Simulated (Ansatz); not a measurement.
Relaxed sheet of WSe$_{2}$:

```yaml
crystal:
  lattice:
    - [3.28552, 0.00000, 0.00000]
    - [-1.64276, 2.84534, 0.00000]
    - [0.00000, 0.00000, 32.73749]
  periodic: [true, true, false]
  atoms:
    - { symbol: Se, position: [0.33333, 0.66667, 0.44854] }
    - { symbol: W, position: [0.66667, 0.33333, 0.50000] }
    - { symbol: Se, position: [0.33333, 0.66667, 0.55146] }
```

Theory: Ansatz, DFT PBE+D3(BJ), scalar-relativistic, plane waves, PAW. Settings: cutoff 420 eV, Γ-centred mesh 12×12×1 on the computed 3-atom cell, Gaussian smearing of 0.02 eV; no spin polarisation. The sheet is isolated along c (Coulomb cut-off).

Atoms relax at each strain; stress is positive in compression. Unstrained: gap 1.65 eV, thickness 3.369 Å.

Q: How does it respond to strain along y (x held) of -2, +2, +5 %?

A:
| strain (%) | ΔE (meV/cell) | σxx (N/m) | σyy (N/m) | gap | thickness (Å) |
| --- | --- | --- | --- | --- | --- |
| -2 | 15.5 | 0.46 | 2.71 | 1.59 eV | 3.394 |
| +2 | 14.2 | -0.40 | -2.36 | 1.54 eV | 3.344 |
| +5 | 82.7 | -0.97 | -5.36 | 1.36 eV | 3.309 |

Spin-orbit coupling is left out, which matters for the bands of heavy elements.